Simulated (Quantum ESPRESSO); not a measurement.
Os under changes of volume

One of the cells (13.982 Å³/atom); the others are scaled copies at fixed shape and fractional positions:

```xyz
2
Lattice="2.7341 0.0000 0.0000 -1.3671 2.3678 0.0000 0.0000 0.0000 4.3197" Properties=species:S:1:pos:R:3 pbc="T T T"
Os    1.3671    0.7893    3.2398
Os    0.0000    1.5785    1.0799
```

| Property | Result |
| --- | --- |
| Program | Quantum ESPRESSO 7.5 |
| Functional | LDA |
| Potentials or basis | PseudoDojo 0.4.1 SR LDA standard |
| Cutoff | 1007 eV |
| Density cutoff | 4027 eV |
| k mesh | 11 × 11 × 6 |
| Occupations | fermi-dirac, width 0.05 eV |
| Spin | no spin polarisation |

```tsv
volume (Å³/atom)	energy over the lowest point (meV/atom)	pressure (GPa)
13.143	30.70	19.5
13.423	6.43	8.6
13.703	0.00	-1.0
13.982	9.43	-9.6
14.262	32.97	-17.2
14.542	69.03	-23.9
14.821	?	?
```

Task: What does the run at 14.821 Å³/atom give?

Result: Energy over the lowest point 116.20 meV/atom; pressure -29.9 GPa.

Worked out: A Birch-Murnaghan fit of order 3 (a polynomial in V^(-2/3)) to the other rows has its minimum at 13.67 Å³/atom with B0 = V·E''(V) = 449 GPa and B' = 4.8 at fixed shape and positions, which overstates the stiffness. It gives 116.05 meV/atom at 14.821 Å³/atom, against the run's 116.20, and -dE/dV = -29.9 GPa, against -29.9.

Energies are extrapolated to zero smearing.
